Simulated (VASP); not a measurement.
# Cu (Fm-3m) in VASP: a series of runs

One crystal, Cu, is run at these levels: PBE; tasks: relaxation of cell and atoms.

Program: VASP 6.6.1. These are calculated values, not measurements. Logs are shortened: lines on timing, memory, paths and dates and some standing lists are left out, and cuts for length are marked.

### 1 The crystal as given

It takes space group Fm-3m (No. 225, cubic). The conventional cell has a = 3.615 Å, b = 3.615 Å, c = 3.615 Å, α = 90.00°, β = 90.00°, γ = 90.00°. Cu (site symmetry m-3m) has 12 Cu at 2.56 Å as nearest neighbours.

### 2 Relaxation of cell and atoms, PBE

Input file INCAR:

```
PREC = Accurate
ENCUT = 520
EDIFF = 1E-7
ISMEAR = 0
SIGMA = 0.1
LREAL = F
LASPH = T
NELM = 80
ALGO = Normal
ISIF = 3
LWAVE = F
LCHARG = F
GGA = PE
IBRION = 2
NSW = 80
EDIFFG = -0.15
```

Input file KPOINTS:

```
regular mesh
0
Gamma
  20 20 20
```

Input file POSCAR:

```
Cu
1.0
    0.0000000000      1.8075000000      1.8075000000
    1.8075000000      0.0000000000      1.8075000000
    1.8075000000      1.8075000000      0.0000000000
Cu
1
Direct
    0.0000000000      0.0000000000      0.0000000000
```

Potentials or basis: VASP PAW PBE potentials, release 64 (Cu).

Command:

```
cat potpaw_PBE.64/Cu/POTCAR > POTCAR
mpirun -np 1 vasp_std > vasp.out
```

OUTCAR:

```text
PREC = Accurate
   ENCUT = 520
   EDIFF = 1E-7
   ISMEAR = 0
   LREAL = F
   LASPH = T
   NELM = 80
   ISIF = 3
   GGA = PE
   IBRION = 2
   NSW = 80
   EDIFFG = -0.15

 ion  position               nearest neighbor table
   1  0.000  0.000  0.000-

  LATTYP: Found a face centered cubic cell.
 ALAT       =     3.6150000000

  Lattice vectors:

 A1 = (   0.0000000000,   1.8075000000,   1.8075000000)
 A2 = (   1.8075000000,   0.0000000000,   1.8075000000)
 A3 = (   1.8075000000,   1.8075000000,   0.0000000000)

Analysis of symmetry for initial positions (statically):
=====================================================================
 Subroutine PRICEL returns:
 Original cell was already a primitive cell.

 Routine SETGRP: Setting up the symmetry group for a
 face centered cubic supercell.

 Subroutine GETGRP returns: Found 48 space group operations
 (whereof 48 operations were pure point group operations)
 out of a pool of 48 trial point group operations.

The static configuration has the point symmetry O_h .

Analysis of symmetry for dynamics (positions and initial velocities):
=====================================================================
 Subroutine PRICEL returns:
 Original cell was already a primitive cell.

 Routine SETGRP: Setting up the symmetry group for a
 face centered cubic supercell.

 Subroutine GETGRP returns: Found 48 space group operations
 (whereof 48 operations were pure point group operations)
 out of a pool of 48 trial point group operations.

The dynamic configuration has the point symmetry O_h .

 Subroutine INISYM returns: Found 48 space group operations
 (whereof 48 operations are pure point group operations),
 and found     1 'primitive' translations

----------------------------------------------------------------------------------------

                                     Primitive cell

  volume of cell :      11.8104

  direct lattice vectors                    reciprocal lattice vectors
     0.000000000  1.807500000  1.807500000    -0.276625173  0.276625173  0.276625173
     1.807500000  0.000000000  1.807500000     0.276625173 -0.276625173  0.276625173
     1.807500000  1.807500000  0.000000000     0.276625173  0.276625173 -0.276625173

  length of vectors
     2.556191014  2.556191014  2.556191014     0.479128854  0.479128854  0.479128854

  position of ions in fractional coordinates (direct lattice)
     0.000000000  0.000000000  0.000000000

  ion indices of the primitive-cell ions
   primitive index   ion index
                 1           1

----------------------------------------------------------------------------------------

 KPOINTS: regular mesh

Automatic generation of k-mesh.
 Grid dimensions read from file:
 generate k-points for:   20   20   20

 Generating k-lattice:

  Cartesian coordinates                     Fractional coordinates (reciprocal lattice)
    -0.013831259  0.013831259  0.013831259     0.050000000  0.000000000  0.000000000
     0.013831259 -0.013831259  0.013831259     0.000000000  0.050000000  0.000000000
     0.013831259  0.013831259 -0.013831259     0.000000000  0.000000000  0.050000000

  Length of vectors
     0.023956443  0.023956443  0.023956443

  Shift w.r.t. Gamma in fractional coordinates (k-lattice)
     0.000000000  0.000000000  0.000000000

 Subroutine IBZKPT returns following result:
 ===========================================

 Found    256 irreducible k-points:

 Following reciprocal coordinates:
            Coordinates               Weight
  0.000000  0.000000  0.000000      1.000000
  0.050000  0.000000  0.000000      8.000000
[... 40 lines left out ...]
   NELM   =     80;   NELMIN=  2; NELMDL= -5     # of ELM steps
   EDIFF  = 0.1E-06   stopping-criterion for ELM
   LREAL  =      F    real-space projection
   EDIFFG = -.1E+00   stopping-criterion for IOM
   NSW    =     80    number of steps for IOM
   IBRION =      2    ionic relax: 0-MD 1-quasi-New 2-CG
   NFREE  =      1    steps in history (QN), initial steepest desc. (CG)
   ISIF   =      3    stress and relaxation
   ISYM   =      2    0-nonsym 1-usesym 2-fastsym
   POTIM  = 0.5000    time-step for ionic-motion
   TEBEG  =    0.0;   TEEND  =   0.0 temperature during run
   PSTRESS=    0.0 pullay stress
   NELECT =      11.0000    total number of electrons
   NUPDOWN=      -1.0000    fix difference up-down
   EMIN   =  10.00;   EMAX   =-10.00  energy-range for DOS
   EFERMI =   0.00;   METHOD = LEGACY
   ISMEAR =     0;   SIGMA  =   0.10  broadening in eV -4-tet -1-fermi 0-gaus
   EFERMI_NEDOS =   21; number of points for ismear=-14 and -15
   IALGO  =     38    algorithm
   IMIX   =      4    mixing-type and parameters
     AMIX     =   0.40;   BMIX     =  1.00
     AMIX_MAG =   1.60;   BMIX_MAG =  1.00
  volume/ion in A,a.u.               =      11.81        79.70
  Fermi-wavevector in a.u.,A,eV,Ry     =   1.598763  3.021224 34.777078  2.556043
  Thomas-Fermi vector in A             =   2.696162
   LORBIT       =      0    0 simple, 1 ext, 2 COOP (PROOUT), +10 PAW based schemes
   GGA     = PE    functional components
   LHFCALC =     F    Hartree Fock is set to
   AEXX    =    0.0000 exact exchange contribution
   IVDW    =     0    specifies the selected vdW correction
   LEPSILON=     F    determine dielectric tensor
   LRPA    =     F    only Hartree local field effects (RPA)
 conjugate gradient relaxation of ions
 non-spin polarized calculation
 Gauss-broadening in eV      SIGMA  =   0.10
  energy-cutoff  :      520.00
  volume of cell :       11.81
 maximum number of plane-waves:       332
   NGX =  9   NGY =  9   NGZ =  9

--------------------------------------- Ionic step        1  -------------------------------------------

 number of electron      11.0000001 magnetization

 Free energy of the ion-electron system (eV)
  ---------------------------------------------------
  ext. energy  EPLUGINS =         0.00000000
  ---------------------------------------------------
  free energy    TOTEN  =        -3.72803549 eV

  energy without entropy =       -3.72672100  energy(sigma->0) =       -3.72737825

------------------------ aborting loop because EDIFF is reached ----------------------------------------

  FORCE on cell =-STRESS in cart. coord.  units (eV):
  Direction    XX          YY          ZZ          XY          YZ          ZX
  --------------------------------------------------------------------------------------
  -------------------------------------------------------------------------------------
  Total        0.1701115      0.1701115      0.1701115      0.0000000      0.0000000      0.0000000
  in kB       23.0770063     23.0770063     23.0770063      0.0000000      0.0000000      0.0000000
  external PRESSURE =      23.0770063 kB  Pullay stress =       0.0000000 kB

 VOLUME and BASIS-vectors are now :
 -----------------------------------------------------------------------------
  energy-cutoff  :      520.00
  volume of cell :       11.81
      direct lattice vectors                 reciprocal lattice vectors
     0.000000000  1.807500000  1.807500000    -0.276625173  0.276625173  0.276625173
     1.807500000  0.000000000  1.807500000     0.276625173 -0.276625173  0.276625173
     1.807500000  1.807500000  0.000000000     0.276625173  0.276625173 -0.276625173

 POSITION                                       TOTAL-FORCE (eV/Angst)
 -----------------------------------------------------------------------------------
      0.00000      0.00000      0.00000         0.000000     -0.000000      0.000000
 -----------------------------------------------------------------------------------
    total drift:                                0.000000      0.000000      0.000000

  FREE ENERGIE OF THE ION-ELECTRON SYSTEM (eV)
  ---------------------------------------------------
  free  energy   TOTEN  =        -3.7280354899 eV

  energy  without entropy=       -3.7267210023  energy(sigma->0) =       -3.72737825

--------------------------------------- Ionic step        2  -------------------------------------------

 number of electron      10.9999994 magnetization

 Free energy of the ion-electron system (eV)
  ---------------------------------------------------
  ext. energy  EPLUGINS =         0.00000000
  ---------------------------------------------------
  free energy    TOTEN  =        -3.72895778 eV

  energy without entropy =       -3.72760603  energy(sigma->0) =       -3.72828190

 E-fermi :   7.2593     XC(G=0): -12.5838

 val. band max:        7.2354562658   @ k =   0.5000   0.2500   0.1000
 cond. band min:       7.3000870058   @ k =   0.5000   0.3500   0.1500
 fundamental gap:      0.0646307401
 Fermi energy:         7.2593149524

 k-point     1 :       0.0000    0.0000    0.0000
  band No.  band energies     occupation
      1      -1.8805      2.00000
      2       4.3343      2.00000
      3       4.3343      2.00000
      4       4.3343      2.00000
      5       5.1256      2.00000
      6       5.1256      2.00000
      7      29.6829      0.00000
      8      32.1377      0.00000
      9      32.1377      0.00000
[... 265 lines left out ...]
 k-point    24 :      -0.3500    0.0500    0.0000
  band No.  band energies     occupation
      1       1.8838      2.00000
      2       4.3603      2.00000
      3       4.3985      2.00000
      4       4.5373      2.00000
      5       5.4300      2.00000
      6       5.7047      2.00000
      7      14.4235      0.00000
      8      26.7966      0.00000
      9      29.2029      0.00000

 [... further k-points ...]
[... 5 lines left out ...]
  --------------------------------------------------------------------------------------
  -------------------------------------------------------------------------------------
  Total       -0.0903980     -0.0903980     -0.0903980     -0.0000000     -0.0000000      0.0000000
  in kB      -11.9661832    -11.9661832    -11.9661832     -0.0000000     -0.0000000      0.0000000
  external PRESSURE =     -11.9661832 kB  Pullay stress =       0.0000000 kB

 VOLUME and BASIS-vectors are now :
 -----------------------------------------------------------------------------
  energy-cutoff  :      520.00
  volume of cell :       12.10
      direct lattice vectors                 reciprocal lattice vectors
     0.000000000  1.822333488  1.822333488    -0.274373490  0.274373490  0.274373490
     1.822333488 -0.000000000  1.822333488     0.274373490 -0.274373490  0.274373490
     1.822333488  1.822333488  0.000000000     0.274373490  0.274373490 -0.274373490

 POSITION                                       TOTAL-FORCE (eV/Angst)
 -----------------------------------------------------------------------------------
      1.82233      3.64467      1.82233        -0.000000     -0.000000      0.000000
 -----------------------------------------------------------------------------------
    total drift:                                0.000000      0.000000     -0.000000

  FREE ENERGIE OF THE ION-ELECTRON SYSTEM (eV)
  ---------------------------------------------------
  free  energy   TOTEN  =        -3.7289577808 eV

  energy  without entropy=       -3.7276060255  energy(sigma->0) =       -3.72828190

 reached required accuracy - stopping structural energy minimisation
```

Run time: 33 s. Hardware: 1 thread of Intel Xeon Platinum 8259CL at 2.50GHz (Skylake/Cascade Lake), shared host; peak memory 0.14 GiB.

What came out:

```
Free energy                            : -3.7290 eV
Relaxed volume                         : 12.10 Å³/atom
Relaxed cell                           : a = 2.577 Å, b = 2.577 Å, c = 2.577 Å, α = 60.00°, β = 60.00°, γ = 60.00°
Space group after relaxing (to 0.05 Å) : Fm-3m (No. 225)
Energy gained by relaxing              : 0.9 meV/atom
Ionic steps                            : 2
Pressure after relaxing                : -1.2 GPa
Band gap on the k mesh                 : none (metal or under the smearing width)
```

Step by step:
| step | energy change (eV) | largest force (eV/Å) | pressure (GPa) | volume (Å³) |
| --- | --- | --- | --- | --- |
| 1 | 0.0000 | 0.0000 | 2.31 | 11.81 |
| 2 | -0.0009 | 0.0000 | -1.20 | 12.10 |

Final structure:
```
Cu
1.0
     0.00000    1.82233    1.82233
     1.82233    0.00000    1.82233
     1.82233    1.82233    0.00000
Cu
1
Cartesian
  1.8223 3.6447 1.8223
```

Levels at points of the mesh, in eV from the Fermi level:
```
           k point  band 2  band 3  band 4  band 5  band 6  band 7  band 8  band 9
(0.00, 0.00, 0.00)   -2.93   -2.93   -2.93   -2.13   -2.13   22.42   24.88   24.88
(0.50, 0.00, 0.00)   -2.96   -2.96   -1.59   -1.59   -0.90    3.66   20.93   21.72
(0.50, 0.50, 0.00)   -4.27   -1.60   -1.45   -1.45    1.54    6.97   12.92   12.92
```

Caveat: the relaxation stopped at a loose force limit of 0.15 eV/Å, so its end isn't a converged minimum. PBE usually gives volumes a little too large and moduli too small.

### 3 Relaxation of cell and atoms, PBE

This run uses another cell than the first one, of 12.10 Å³/atom, 1.025 times its volume.

INCAR is that of step 2.

KPOINTS is that of step 2.

Input file POSCAR:

```
Cu                                      
1.0
    0.0000000000      1.8223334885      1.8223334885
    1.8223334885     -0.0000000000      1.8223334885
    1.8223334885      1.8223334885      0.0000000000
  Cu            
     1
Direct
     1.0000000000000000    0.0000000000000000    1.0000000000000000
```

Potentials or basis: VASP PAW PBE potentials, release 64 (Cu).

Command:

```
cat potpaw_PBE.64/Cu/POTCAR > POTCAR
mpirun -np 1 vasp_std > vasp.out
```

Run time: 20 s. Hardware: 1 thread of Intel Xeon Platinum 8259CL at 2.50GHz (Skylake/Cascade Lake), shared host; peak memory 0.14 GiB.

The run converged. Its results:

```
Free energy             : -3.7292 eV
Pressure after relaxing : -1.1 GPa
Band gap on the k mesh  : none (metal or under the smearing width)
```

Final structure:
```yaml
crystal:
  lattice:
    - [0.00000, 1.82233, 1.82233]
    - [1.82233, 0.00000, 1.82233]
    - [1.82233, 1.82233, 0.00000]
  atoms:
    - { symbol: Cu, position: [0.00000, 0.00000, 0.00000] }
```

Levels at points of the mesh, in eV from the Fermi level:
```tsv
k point	band 4	band 5	band 6	band 7	band 8	band 9
(0.00, 0.00, 0.00)	-2.93	-2.13	-2.13	22.42	24.88	24.88
(0.50, 0.00, 0.00)	-1.59	-1.59	-0.90	3.66	20.93	21.72
(0.50, 0.50, 0.00)	-1.45	-1.45	1.54	6.97	12.92	12.92
```

Caveat: the relaxation stopped at its first step, so nothing moved; the relaxation stopped at a loose force limit of 0.15 eV/Å, so its end isn't a converged minimum.
